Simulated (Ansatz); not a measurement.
Rows from a G0W0 calculation on SnS2 (1T monolayer) (Ansatz 0.2.0; G0W0 on PBE, plane waves, PAW; PAW set soft_1; 6×6×1 mesh, 180 empty bands, screening to 38 eV, PAW set soft_1 files), in eV. Spin-orbit coupling is left out.

```
row      Σx     Σc     Vxc     Z
  A  -10.56  -2.59  -14.18  0.77
  B  -11.75  -2.90  -15.85  0.76
  C  -18.14   2.22  -15.61  0.73
  D   -7.81  -3.52  -12.26  0.78
  E  -18.21   2.12  -15.85  0.74
  F   -7.54  -3.55  -12.02  0.77
```

Question: Which rows are filled states and which are empty ones, and how can one tell?

Filled: C and E. Empty: A, B, D and F. The sign of Σc tells: for a filled state bare exchange, which holds its interaction with itself, lies below Vxc (Σx − Vxc is -2.4 eV or lower here) and screening gives part back as a positive Σc. For an empty state Σx lies above Vxc (+3.6 eV or more) and the Coulomb hole leaves Σc negative.

[Paths, hosts, dates, memory and timing lines, banners, echoed tables and standing remarks are left out of the program output.]

[Logs are printed without paths, hosts, clocks, repeated set-up lines and the standing remarks that a program may print on its own settings, such as how far it seeks lower states.]

[Runs of the session that timed out or met a known fault of the program may be left out.]

[Cells called generated may have been cut or substituted from an entry of the Crystallography Open Database or the Materials Project.]

[Hosts, paths, dates, database ids (printed as entryN), source tags and the programs' standing remarks are cut or masked in the printed files.]
